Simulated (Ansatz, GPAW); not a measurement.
**SrO: 3 runs at one level of theory**

```
Sr O
1.0
     0.00000    2.56630    2.56630
     2.56630    0.00000    2.56630
     2.56630    2.56630    0.00000
Sr O
1 1
Cartesian
  2.5663 2.5663 2.5663
  0.0000 0.0000 0.0000
```

Alike in all runs: task single point; functional PBE; k mesh 9 × 9 × 9; occupations gaussian, width 0.023 eV; no spin polarisation; no spin-orbit coupling. Pressure is positive in compression and, in plane waves, holds the error of the finite cutoff, which Ansatz's Pulay term estimates and takes out.

```tsv
program and potentials	plane-wave cutoff (eV)	notes	pressure (GPa)
Ansatz, Ansatz PAW	420	Pulay term of +0.37 GPa included	3.32
GPAW, GPAW PAW data sets (gpaw-data 1.2.1)	800	-	3.83
Ansatz, all-electron LAPW, scalar-relativistic	-	-	3.33
```

The pressure spans 3.32 (Ansatz, Ansatz PAW) to 3.83 GPa (GPAW, GPAW PAW data sets (gpaw-data 1.2.1)), with all-electron results at 3.33.

The functional is the same throughout but for its coding, so the spread measures potentials, basis and numerics; runs on potential files found faulty are left out.
